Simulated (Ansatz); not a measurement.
Ligand exchange: HBr + C4H10O → H2O + C4H9Br

Species: HBr (hydrogen bromide), singlet; C4H10O (1-butanol) `CCCCO`, singlet; H2O (water) `O`, singlet; C4H9Br (1-bromobutane) `CCCCBr`, singlet. The partners trade Br for OH: H–Br and C–OH bonds give way to H–OH and C–Br.

Shapes, held fixed at every level: PBE0-D4/def2-TZVP. Flexible molecules stand in one conformer, not always the lowest. Programs: Ansatz 0.2.0. The zero-point and thermal change to 298 K, harmonic and unscaled (PBE0-D4/def2-TZVP), is +4.2 kJ/mol.

**What was measured.** Tabulated heats of formation (Active Thermochemical Tables, CRC Handbook of Chemistry and Physics): HBr -35.9 (ATcT); C4H10O -274.9 (CRC); H2O -241.8 (ATcT); C4H9Br -107.1 (CRC) kJ/mol, which give ΔH(298 K) = -38.2 kJ/mol.

| level | kind | ΔH (kJ/mol) | computed − measured |
| --- | --- | --- | --- |
| HF/def2-TZVPP | Hartree–Fock | -20.1 | +18.0 |
| SPW92/def2-TZVPP | LDA | -25.5 | +12.6 |
| PBE-D4/def2-TZVPP | GGA | -32.9 | +5.3 |
| MP2/def2-SVP | perturbation theory | -16.2 | +22.0 |
| MP2/def2-TZVPP | perturbation theory | -43.4 | -5.2 |
| CCSD/def2-TZVPP | coupled cluster or CI | -31.6 | +6.5 |
| CCSD(T)/def2-TZVPP | coupled cluster or CI | -34.1 | +4.1 |

Nearest: CCSD(T)/def2-TZVPP (+4.1); farthest: MP2/def2-SVP (+22.0). 4 of 7 levels lie within 10 kJ/mol. The heats of C4H9Br come from older tables and can be uncertain by 10 kJ/mol or more. Relativity is left out for Br unless named. Correlated rows may include outer-core shells of Br, which these sets cover unevenly.
